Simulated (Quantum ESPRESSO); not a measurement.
# Ti (P6_3/mmc) in Quantum ESPRESSO: equation of state

Aim: energy against volume of Ti in PBEsol, for its equilibrium volume and stiffness.

All numbers are computed with Quantum ESPRESSO 7.5; they aren't measurements. Logs are shortened: lines on timing, memory, paths and dates and some standing lists are left out, and cuts for length are marked.

## 1. The structure

The structure is hexagonal, space group P6_3/mmc (No. 194). The conventional cell has a = 2.950 Å, b = 2.950 Å, c = 4.680 Å, α = 90.00°, β = 90.00°, γ = 120.00°. Ti (site symmetry -6m2) is surrounded by 12 Ti at 2.89 to 2.95 Å.

## 2. Single point, PBEsol, 16.58 Å³/atom

pw.in reads:

```
&CONTROL
  calculation = 'scf'
  prefix = 'pwscf'
  outdir = './tmp'
  pseudo_dir = './pseudo'
  tstress = .true.
  disk_io = 'nowf'
/
&SYSTEM
  ibrav = 0
  nat = 2
  ntyp = 1
  ecutwfc = 45
  ecutrho = 360
  nbnd = 19
  occupations = 'smearing'
  smearing = 'fd'
  degauss = 0.00367493
/
&ELECTRONS
  conv_thr = 4d-10
  electron_maxstep = 120
  mixing_beta = 0.5
/
ATOMIC_SPECIES
Ti    47.8670 ti_pbesol_v1.4.uspp.F.UPF
CELL_PARAMETERS angstrom
   2.8897790207    0.0000000000    0.0000000000
  -1.4448895104    2.5026220433    0.0000000000
   0.0000000000    0.0000000000    4.5844629888
ATOMIC_POSITIONS crystal
Ti     0.6666666667    0.3333333333    0.7500000000
Ti     0.3333333333    0.6666666667    0.2500000000
K_POINTS automatic
10 10 6 0 0 0
```

Potentials or basis: GBRV 1.5 PBEsol.

Started as:

```
$ OMP_NUM_THREADS=1 mpirun -n 2 pw.x -nk 2 -in pw.in > pw.out
```

pw.out:

```text
This program is part of the open-source Quantum ESPRESSO suite
     for quantum simulation of materials; please cite
[... 13 lines left out ...]
     --------------------
     sticks:   dense  smooth     PW     G-vecs:    dense   smooth      PW
     Sum         745     367    121                25829     9127    1617

     Using Slab Decomposition

     bravais-lattice index     =            0
     lattice parameter (alat)  =       5.4609  a.u.
     unit-cell volume          =     223.7407 (a.u.)^3
     number of atoms/cell      =            2
     number of atomic types    =            1
     number of electrons       =        24.00
     number of Kohn-Sham states=           19
     kinetic-energy cutoff     =      45.0000  Ry
     charge density cutoff     =     360.0000  Ry
     scf convergence threshold =      4.0E-10
     mixing beta               =       0.5000
     number of iterations used =            8  plain     mixing
     Exchange-correlation= SLA  PW   PSX  PSC
                           (   1   4  10   8   0   0   0)

     celldm(1)=   5.460891  celldm(2)=   0.000000  celldm(3)=   0.000000
     celldm(4)=   0.000000  celldm(5)=   0.000000  celldm(6)=   0.000000

     crystal axes: (cart. coord. in units of alat)
               a(1) = (   1.000000   0.000000   0.000000 )
               a(2) = (  -0.500000   0.866025   0.000000 )
               a(3) = (   0.000000   0.000000   1.586441 )

     reciprocal axes: (cart. coord. in units 2 pi/alat)
               b(1) = (  1.000000  0.577350 -0.000000 )
               b(2) = (  0.000000  1.154701  0.000000 )
               b(3) = (  0.000000 -0.000000  0.630342 )

     PseudoPot. # 1 for Ti read from file:
     ti_pbesol_v1.4.uspp.F.UPF
     Pseudo is Ultrasoft + core correction, Zval = 12.0
     Generated by new atomic code, or converted to UPF format
     Using radial grid of  851 points,  6 beta functions with:
                l(1) =   0
                l(2) =   0
                l(3) =   1
                l(4) =   1
                l(5) =   2
                l(6) =   2
     Q(r) pseudized with  6 coefficients,  rinner =    1.000   1.000   1.000
                                                       1.000   1.000

     atomic species   valence    mass     pseudopotential
     Ti               12.00    47.86700     Ti( 1.00)

     24 Sym. Ops., with inversion, found (12 have fractional translation)

   Cartesian axes

     site n.     atom                  positions (alat units)
         1        Ti     tau(   1) = (   0.5000000   0.2886751   1.1898305  )
         2        Ti     tau(   2) = (  -0.0000000   0.5773503   0.3966102  )

     number of k points=    56  Fermi-Dirac smearing, width (Ry)=  0.0037
                       cart. coord. in units 2pi/alat
        k(    1) = (   0.0000000   0.0000000   0.0000000), wk =   0.0033333
        k(    2) = (   0.0000000   0.0000000   0.1050570), wk =   0.0066667
        k(    3) = (   0.0000000   0.0000000   0.2101140), wk =   0.0066667
        k(    4) = (   0.0000000   0.0000000  -0.3151709), wk =   0.0033333
        k(    5) = (   0.0000000   0.1154701   0.0000000), wk =   0.0200000
        k(    6) = (   0.0000000   0.1154701   0.1050570), wk =   0.0400000
[... 48 lines left out ...]
        k(   55) = (   0.3000000   0.5196152   0.2101140), wk =   0.0400000
        k(   56) = (   0.3000000   0.5196152  -0.3151709), wk =   0.0200000

     Dense  grid:    25829 G-vectors     FFT dimensions: (  36,  36,  54)

     Smooth grid:     9127 G-vectors     FFT dimensions: (  24,  24,  40)

     Check: negative core charge=   -0.000017

     Initial potential from superposition of free atoms

     starting charge      21.9999, renormalised to      24.0000

     negative rho (up, down):  2.010E-03 0.000E+00
     Starting wfcs are   20 randomized atomic wfcs

     Self-consistent Calculation

     iteration #  1     ecut=    45.00 Ry     beta= 0.50
     Davidson diagonalization with overlap
     ethr =  1.00E-02,  avg # of iterations =  3.5

     negative rho (up, down):  2.127E-03 0.000E+00

     total energy              =    -238.00218935 Ry
     estimated scf accuracy    <       1.20863194 Ry

     iteration #  2     ecut=    45.00 Ry     beta= 0.50
     Davidson diagonalization with overlap
     ethr =  5.04E-03,  avg # of iterations =  2.2

     negative rho (up, down):  1.757E-03 0.000E+00

     total energy              =    -238.28653894 Ry
     estimated scf accuracy    <       0.00429780 Ry

     iteration #  3     ecut=    45.00 Ry     beta= 0.50
     Davidson diagonalization with overlap
     ethr =  1.79E-05,  avg # of iterations =  5.0

     negative rho (up, down):  1.388E-03 0.000E+00

     total energy              =    -238.28858340 Ry
     estimated scf accuracy    <       0.00536438 Ry

     iteration #  4     ecut=    45.00 Ry     beta= 0.50
     Davidson diagonalization with overlap
     ethr =  1.79E-05,  avg # of iterations =  3.6

     negative rho (up, down):  1.318E-03 0.000E+00

     total energy              =    -238.29017866 Ry
     estimated scf accuracy    <       0.00328119 Ry

     iteration #  5     ecut=    45.00 Ry     beta= 0.50
     Davidson diagonalization with overlap
     ethr =  1.37E-05,  avg # of iterations =  2.2

     negative rho (up, down):  1.308E-03 0.000E+00

     total energy              =    -238.29086788 Ry
     estimated scf accuracy    <       0.00000354 Ry
[... 19 lines left out ...]
     iteration #  8     ecut=    45.00 Ry     beta= 0.50
     Davidson diagonalization with overlap
     ethr =  1.37E-08,  avg # of iterations =  2.8

     negative rho (up, down):  1.300E-03 0.000E+00

     total energy              =    -238.29088635 Ry
     estimated scf accuracy    <       0.00000003 Ry

     iteration #  9     ecut=    45.00 Ry     beta= 0.50
     Davidson diagonalization with overlap
     ethr =  1.45E-10,  avg # of iterations =  4.2

     negative rho (up, down):  1.301E-03 0.000E+00

     total energy              =    -238.29088639 Ry
     estimated scf accuracy    <       0.00000004 Ry

     iteration # 10     ecut=    45.00 Ry     beta= 0.50
     Davidson diagonalization with overlap
     ethr =  1.45E-10,  avg # of iterations =  2.0

     negative rho (up, down):  1.301E-03 0.000E+00

     total energy              =    -238.29088638 Ry
     estimated scf accuracy    <          8.5E-09 Ry

     iteration # 11     ecut=    45.00 Ry     beta= 0.50
     Davidson diagonalization with overlap
     ethr =  3.55E-11,  avg # of iterations =  2.9

     negative rho (up, down):  1.301E-03 0.000E+00

     End of self-consistent calculation

          k = 0.0000 0.0000 0.0000 (  1117 PWs)   bands (ev):

   -42.4860 -42.3167 -19.2528 -18.4959 -18.4959 -18.4158 -18.3788 -18.3788
     7.7301  11.2178  14.8320  14.8320  14.9151  14.9498  15.3682  15.3682
    15.7456  15.7456  17.3874

          k = 0.0000 0.0000 0.1051 (  1135 PWs)   bands (ev):

   -42.4748 -42.3282 -19.1991 -18.4881 -18.4881 -18.4744 -18.3866 -18.3866
     7.9735  11.1086  14.5306  14.7315  14.7315  14.8137  15.2372  15.2372
    16.0063  16.0063  17.3983

          k = 0.0000 0.0000 0.2101 (  1152 PWs)   bands (ev):

   -42.4442 -42.3595 -19.0506 -18.6325 -18.4668 -18.4668 -18.4082 -18.4082
     8.6607  10.5990  14.0546  14.4693  14.6503  14.6503  14.9639  14.9639
    16.5208  16.5209  17.3163

          k = 0.0000 0.0000-0.3152 (  1134 PWs)   bands (ev):

   -42.4020 -42.4020 -18.8439 -18.8439 -18.4375 -18.4375 -18.4375 -18.4375
     9.6441   9.6441  14.1089  14.1089  14.7329  14.7329  14.7329  14.7329
    17.0116  17.0116  17.0116

          k = 0.0000 0.1155 0.0000 (  1122 PWs)   bands (ev):

   -42.4738 -42.3119 -19.2270 -18.5492 -18.5135 -18.4340 -18.4267 -18.3857
     8.0223  11.4471  14.3779  14.3887  15.0436  15.1876  15.3133  15.5565
    15.5791  15.5831  17.4736

          k = 0.0000 0.1155 0.1051 (  1127 PWs)   bands (ev):

   -42.4631 -42.3229 -19.1777 -18.5399 -18.5059 -18.5050 -18.4175 -18.3943
     8.2581  11.3492  14.0346  14.3965  14.9021  14.9090  15.2266  15.4012
    15.9178  15.9609  17.4625

          k = 0.0000 0.1155 0.2101 (  1138 PWs)   bands (ev):

   -42.4338 -42.3528 -19.0416 -18.6575 -18.5114 -18.4818 -18.4388 -18.4178
     8.9255  10.8421  13.7130  14.3877  14.4844  14.8074  14.9984  15.1287
    16.4650  16.5261  17.3335

          k = 0.0000 0.1155-0.3152 (  1144 PWs)   bands (ev):

   -42.3935 -42.3935 -18.8522 -18.8522 -18.4746 -18.4746 -18.4499 -18.4499
     9.8884   9.8884  13.9152  13.9152  14.6876  14.6876  14.8940  14.8940
    16.9853  16.9853  17.0891
[... 43 lines left out ...]
          k = 0.0000 0.3464-0.3152 (  1146 PWs)   bands (ev):

   -42.3431 -42.3431 -18.9899 -18.9899 -18.5955 -18.5955 -18.5215 -18.5215
    11.1107  11.1107  13.3547  13.3547  14.5323  14.5323  15.6931  15.6931
    17.1358  17.1358  17.6033

          k = 0.0000 0.4619 0.0000 (  1150 PWs)   bands (ev):

   -42.3574 -42.2834 -19.0081 -18.9444 -18.8677 -18.6500 -18.5813 -18.4548
    11.0678  11.9920  12.2125  13.4070  14.6067  14.7688  15.1049  17.2951
    17.5132  17.6083  17.8232

          k = 0.0000 0.4619 0.1051 (  1146 PWs)   bands (ev):

   -42.3525 -42.2883 -19.0759 -18.9283 -18.8318 -18.6371 -18.5639 -18.4680
    11.0352  11.9245  12.4736  13.2817  14.7557  14.8825  15.1323  17.2552
    17.3287  17.5186  17.7660

          k = 0.0000 0.4619 0.2101 (  1142 PWs)   bands (ev):

   -42.3389 -42.3019 -19.1150 -19.0190 -18.7049 -18.6018 -18.5579 -18.5042
    11.0840  11.6974  12.8308  13.3478  14.8065  15.1853  15.3393  16.5994
    17.4164  17.4505  17.6630

          k = 0.0000 0.4619-0.3152 (  1148 PWs)   bands (ev):

   -42.3204 -42.3204 -19.0928 -19.0928 -18.6048 -18.6048 -18.5532 -18.5532
    11.3306  11.3306  13.2115  13.2115  15.0941  15.0941  15.8382  15.8382
    17.5382  17.5382  17.8967

          k = 0.0000-0.5774 0.0000 (  1152 PWs)   bands (ev):

   -42.3392 -42.2843 -19.0625 -18.9157 -18.8893 -18.6652 -18.6211 -18.4636
    11.6229  11.7206  12.0432  13.4615  14.5151  14.6871  15.2739  17.6120
    17.8430  17.8605  18.7041

          k = 0.0000-0.5774 0.1051 (  1142 PWs)   bands (ev):

   -42.3355 -42.2880 -19.1101 -18.9688 -18.8128 -18.6519 -18.5947 -18.4773
    11.3319  11.7536  12.5656  13.1029  14.6760  15.1429  15.1821  17.4445
    17.6950  17.8472  18.3931

          k = 0.0000-0.5774 0.2101 (  1146 PWs)   bands (ev):

   -42.3255 -42.2980 -19.1512 -19.0646 -18.6936 -18.6154 -18.5726 -18.5146
    11.1960  11.6480  12.9004  13.1690  15.0232  15.1414  15.7788  16.7029
    17.7095  17.8104  17.8362

          k = 0.0000-0.5774-0.3152 (  1140 PWs)   bands (ev):

   -42.3117 -42.3117 -19.1353 -19.1353 -18.6047 -18.6047 -18.5652 -18.5652
    11.3472  11.3472  13.1498  13.1498  15.4887  15.4887  15.8555  15.8555
    17.7595  17.7595  18.0837

          k = 0.1000 0.1732 0.0000 (  1134 PWs)   bands (ev):

   -42.4513 -42.3036 -19.1779 -18.6323 -18.5826 -18.4981 -18.4486 -18.4084
     8.5791  11.8434  13.7245  13.9210  14.9837  15.1525  15.4767  15.5366
    15.5490  15.9785  17.5636

          k = 0.1000 0.1732 0.1051 (  1134 PWs)   bands (ev):

   -42.4416 -42.3136 -19.1384 -18.6174 -18.6031 -18.5299 -18.4441 -18.4180
     8.7977  11.7736  13.4530  13.9727  14.8304  15.0553  15.1790  15.6304
    15.9433  16.0912  17.5282

          k = 0.1000 0.1732 0.2101 (  1134 PWs)   bands (ev):

   -42.4148 -42.3409 -19.0293 -18.7175 -18.5777 -18.5246 -18.4642 -18.4437
     9.4185  11.2670  13.3115  14.0824  14.3620  14.8841  15.0911  15.4182
    16.4472  16.6051  17.3468

          k = 0.1000 0.1732-0.3152 (  1134 PWs)   bands (ev):

   -42.3780 -42.3780 -18.8764 -18.8764 -18.5297 -18.5297 -18.4738 -18.4738
    10.3266  10.3266  13.6703  13.6703  14.5304  14.5304  15.1896  15.1896
    16.9588  16.9588  17.2562

          k = 0.1000 0.2887 0.0000 (  1134 PWs)   bands (ev):

   -42.4131 -42.2919 -19.0896 -18.7773 -18.7087 -18.5734 -18.4927 -18.4439
     9.5790  12.3343  12.9877  13.3904  14.7433  14.7741  15.3042  15.9787
    16.2528  16.7168  17.6615

          k = 0.1000 0.2887 0.1051 (  1132 PWs)   bands (ev):

   -42.4050 -42.3001 -19.0757 -18.7644 -18.7209 -18.5877 -18.4852 -18.4530
     9.7534  12.3266  12.8217  13.4719  14.5489  14.9147  15.1690  16.0102
    16.4286  16.6589  17.6110

          k = 0.1000 0.2887 0.2101 (  1141 PWs)   bands (ev):

   -42.3830 -42.3224 -19.0281 -18.8391 -18.6625 -18.5811 -18.5013 -18.4770
    10.2490  11.7949  12.9907  13.6497  14.2378  14.7260  15.2498  15.8907
    16.7575  16.8536  17.4241
[... 121 lines left out ...]
          k = 0.2000 0.5774-0.3152 (  1122 PWs)   bands (ev):

   -42.3047 -42.3047 -19.0775 -19.0775 -18.7423 -18.7423 -18.5345 -18.5345
    11.9793  11.9793  13.4210  13.4210  13.9881  13.9881  15.9228  15.9228
    17.5030  17.5030  19.8333

          k = 0.3000 0.5196 0.0000 (  1146 PWs)   bands (ev):

   -42.3128 -42.2915 -18.9606 -18.8510 -18.7988 -18.7905 -18.6944 -18.6593
    12.1995  12.4185  12.6409  12.7132  14.1774  14.4049  15.5359  17.0843
    17.5246  17.5512  19.7043

          k = 0.3000 0.5196 0.1051 (  1145 PWs)   bands (ev):

   -42.3114 -42.2929 -18.9607 -18.9456 -18.8562 -18.7116 -18.6601 -18.6183
    12.2405  12.4470  12.6812  12.8381  14.1631  14.2328  15.5096  17.0638
    17.1875  17.5816  19.9050

          k = 0.3000 0.5196 0.2101 (  1140 PWs)   bands (ev):

   -42.3074 -42.2967 -19.0232 -19.0059 -18.8573 -18.7367 -18.5800 -18.5449
    12.3337  12.4529  12.8779  13.1319  13.8825  14.0575  15.5202  16.3574
    17.2592  17.6039  20.2311

          k = 0.3000 0.5196-0.3152 (  1126 PWs)   bands (ev):

   -42.3020 -42.3020 -19.0433 -19.0433 -18.7997 -18.7997 -18.5300 -18.5300
    12.4141  12.4141  13.1704  13.1704  13.8256  13.8256  15.7677  15.7677
    17.4606  17.4606  20.6087

     the Fermi energy is    14.0175 ev

!    total energy              =    -238.29088639 Ry
     estimated scf accuracy    <          3.2E-11 Ry
     smearing contrib. (-TS)   =      -0.00141838 Ry
     internal energy E=F+TS    =    -238.28946800 Ry

     The total energy is F=E-TS. E is the sum of the following terms:
     one-electron contribution =     -77.01223248 Ry
     hartree contribution      =      47.12423010 Ry
     xc contribution           =     -35.79583505 Ry
     ewald contribution        =    -172.60563057 Ry

     convergence has been achieved in  11 iterations

     Computing stress (Cartesian axis) and pressure

     negative rho (up, down):  1.301E-03 0.000E+00
          total   stress  (Ry/bohr**3)                   (kbar)     P=       10.63
   0.00008602   0.00000000   0.00000000           12.65        0.00        0.00
   0.00000000   0.00008602   0.00000000            0.00       12.65        0.00
   0.00000000  -0.00000000   0.00004481            0.00       -0.00        6.59

=------------------------------------------------------------------------------=
   JOB DONE.
=------------------------------------------------------------------------------=
```

Run time: 11 s. Hardware: 2 MPI ranks of Arm Neoverse V2, shared host; peak memory 0.2 GiB.

Results:

- Free energy: -3242.1127 eV
- Pressure: 1.1 GPa
- Band gap on the k mesh: none (metal or under the smearing width)

## 3. Single point, PBEsol, 16.93 Å³/atom

pw.in, as its differences from that of step 2:

```diff
@@ -27,5 +27,5 @@
 CELL_PARAMETERS angstrom
-   2.8897790207    0.0000000000    0.0000000000
-  -1.4448895104    2.5026220433    0.0000000000
-   0.0000000000    0.0000000000    4.5844629888
+   2.9101302477    0.0000000000    0.0000000000
+  -1.4550651239    2.5202467229    0.0000000000
+   0.0000000000    0.0000000000    4.6167490031
 ATOMIC_POSITIONS crystal
```

Potentials or basis: GBRV 1.5 PBEsol.

Started as:

```
$ OMP_NUM_THREADS=1 mpirun -n 2 pw.x -nk 2 -in pw.in > pw.out
```

It took 10 s on 2 MPI ranks of Arm Neoverse V2, shared host; peak memory 0.2 GiB.

The run converged. Its results:

```yaml
Free_energy: -3242.1119 eV
Pressure: -1.4 GPa
Band_gap_on_the_k_mesh: none (metal or under the smearing width)
```

## 4. Single point, PBEsol, 17.28 Å³/atom

pw.in, as its differences from that of step 3:

```diff
@@ -27,5 +27,5 @@
 CELL_PARAMETERS angstrom
-   2.9101302477    0.0000000000    0.0000000000
-  -1.4550651239    2.5202467229    0.0000000000
-   0.0000000000    0.0000000000    4.6167490031
+   2.9302007457    0.0000000000    0.0000000000
+  -1.4651003729    2.5376282840    0.0000000000
+   0.0000000000    0.0000000000    4.6485896576
 ATOMIC_POSITIONS crystal
```

Started as:

```
$ OMP_NUM_THREADS=1 mpirun -n 2 pw.x -nk 2 -in pw.in > pw.out
```

Wall time 11 s (2 MPI ranks of Arm Neoverse V2, shared host); peak memory 0.2 GiB.

It converged, with:

- Free energy: -3242.1007 eV
- Pressure: -3.7 GPa
- Band gap on the k mesh: none (metal or under the smearing width)

## 5. Single point, PBEsol, 17.64 Å³/atom

pw.in, as its differences from that of step 4:

```diff
@@ -27,5 +27,5 @@
 CELL_PARAMETERS angstrom
-   2.9302007457    0.0000000000    0.0000000000
-  -1.4651003729    2.5376282840    0.0000000000
-   0.0000000000    0.0000000000    4.6485896576
+   2.9500000000    0.0000000000    0.0000000000
+  -1.4750000000    2.5547749412    0.0000000000
+   0.0000000000    0.0000000000    4.6800000000
 ATOMIC_POSITIONS crystal
```

Started as:

```
$ OMP_NUM_THREADS=1 mpirun -n 2 pw.x -nk 2 -in pw.in > pw.out
```

Wall time 13 s (2 MPI ranks of Arm Neoverse V2, shared host); peak memory 0.2 GiB.

It converged, with:

| Quantity | Value |
| --- | --- |
| Free energy | -3242.0801 eV |
| Pressure | -5.7 GPa |
| Band gap on the k mesh | none (metal or under the smearing width) |

## 6. Single point, PBEsol, 17.99 Å³/atom

pw.in, as its differences from that of step 5:

```diff
@@ -27,5 +27,5 @@
 CELL_PARAMETERS angstrom
-   2.9500000000    0.0000000000    0.0000000000
-  -1.4750000000    2.5547749412    0.0000000000
-   0.0000000000    0.0000000000    4.6800000000
+   2.9695369932    0.0000000000    0.0000000000
+  -1.4847684966    2.5716944736    0.0000000000
+   0.0000000000    0.0000000000    4.7109942807
 ATOMIC_POSITIONS crystal
```

Potentials or basis: GBRV 1.5 PBEsol.

Started as:

```
$ OMP_NUM_THREADS=1 mpirun -n 2 pw.x -nk 2 -in pw.in > pw.out
```

Run time: 12 s. Hardware: 2 MPI ranks of Arm Neoverse V2, shared host; peak memory 0.2 GiB.

It converged, with:

```yaml
Free_energy: -3242.0508 eV
Pressure: -7.6 GPa
Band_gap_on_the_k_mesh: none (metal or under the smearing width)
```

## 7. Single point, PBEsol, 18.34 Å³/atom

pw.in, as its differences from that of step 6:

```diff
@@ -27,5 +27,5 @@
 CELL_PARAMETERS angstrom
-   2.9695369932    0.0000000000    0.0000000000
-  -1.4847684966    2.5716944736    0.0000000000
-   0.0000000000    0.0000000000    4.7109942807
+   2.9888202413    0.0000000000    0.0000000000
+  -1.4944101206    2.5883942563    0.0000000000
+   0.0000000000    0.0000000000    4.7415860099
 ATOMIC_POSITIONS crystal
```

Started as:

```
$ OMP_NUM_THREADS=1 mpirun -n 2 pw.x -nk 2 -in pw.in > pw.out
```

Wall time 12 s (2 MPI ranks of Arm Neoverse V2, shared host); peak memory 0.2 GiB.

The run converged. Its results:

```yaml
Free_energy: -3242.0136 eV
Pressure: -9.3 GPa
Band_gap_on_the_k_mesh: none (metal or under the smearing width)
```

## 8. Single point, PBEsol, 18.69 Å³/atom

pw.in, as its differences from that of step 7:

```diff
@@ -27,5 +27,5 @@
 CELL_PARAMETERS angstrom
-   2.9888202413    0.0000000000    0.0000000000
-  -1.4944101206    2.5883942563    0.0000000000
-   0.0000000000    0.0000000000    4.7415860099
+   3.0078578261    0.0000000000    0.0000000000
+  -1.5039289131    2.6048812885    0.0000000000
+   0.0000000000    0.0000000000    4.7717880089
 ATOMIC_POSITIONS crystal
```

Started as:

```
$ OMP_NUM_THREADS=1 mpirun -n 2 pw.x -nk 2 -in pw.in > pw.out
```

It took 10 s on 2 MPI ranks of Arm Neoverse V2, shared host; peak memory 0.2 GiB.

Results (log left out):

| Property | Result |
| --- | --- |
| Free energy | -3241.9693 eV |
| Pressure | -10.8 GPa |
| Band gap on the k mesh | none (metal or under the smearing width) |

## 9. Equation of state, PBEsol

Potentials or basis: GBRV 1.5 PBEsol.

No new run: the results of the series are fitted here.

What came out:

```
Equilibrium volume                        : 16.73 Å³/atom
Bulk modulus at fixed shape and positions : 118 GPa
Pressure derivative of the bulk modulus   : 3.5
```

Energy against volume, from the lowest point:
| volume (Å³/atom) | energy (meV/atom) |
| --- | --- |
| 16.577 | 0.00 |
| 16.930 | 0.38 |
| 17.283 | 5.97 |
| 17.636 | 16.30 |
| 17.988 | 30.95 |
| 18.341 | 49.54 |
| 18.694 | 71.70 |

Caveat: the cell was scaled at fixed shape and fractional positions, which overstates the stiffness of a crystal with free parameters, most of all of layers and chains.
